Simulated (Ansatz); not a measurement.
## Ir: experiment and calculation

**Measured values to compare with.**

“Phase stability and electronic structure of iridium metal at the megabar range”, 2019, pmc:6586894 reports, for a powder of Ir: lattice constant a 3.837 ± 0.001 Å.

The runs below are set against these values where they give the same quantity.

The calculation used Ansatz 0.2.0, DFT PBE, scalar-relativistic, plane waves, PAW.

Settings: cutoff 420 eV, Γ-centred mesh 18×18×18 on the computed 1-atom cell, Gaussian smearing of 0.10 eV; no spin polarisation.

Relaxed structure, symmetry kept:

```yaml
crystal:
  lattice:
    - [0.00000, 1.93533, 1.93533]
    - [1.93533, 0.00000, 1.93533]
    - [1.93533, 1.93533, 0.00000]
  atoms:
    - { symbol: Ir, position: [0.00000, 0.00000, 0.00000] }
```

```
Space group                                                       : Fm-3m (No. 225)
Volume per atom                                                   : 14.50 Å³
Formation energy from the elements' standard states (uncorrected) : +0.002 eV/atom
Kohn–Sham band gap                                                : none (metal)
Density of states at the Fermi level                              : 0.95 states/eV per cell
Löwdin character within 0.5 eV of the Fermi level                 : Ir 5d 96 %
Bader charges (e)                                                 : Ir (1 in the cell) 0.00
```

Spin-orbit coupling is left out, which matters for the bands of heavy elements.

Measured lattice constant a of Ir: 3.837 Å (powder; the paper above). This calculation gives 3.871 Å (+0.9 %). 2 values of this kind are on record in papers (3.837 to 3.838 Å); this one was drawn at random among those near their median, those with a stated uncertainty first. The calculation is for 0 K without zero-point motion.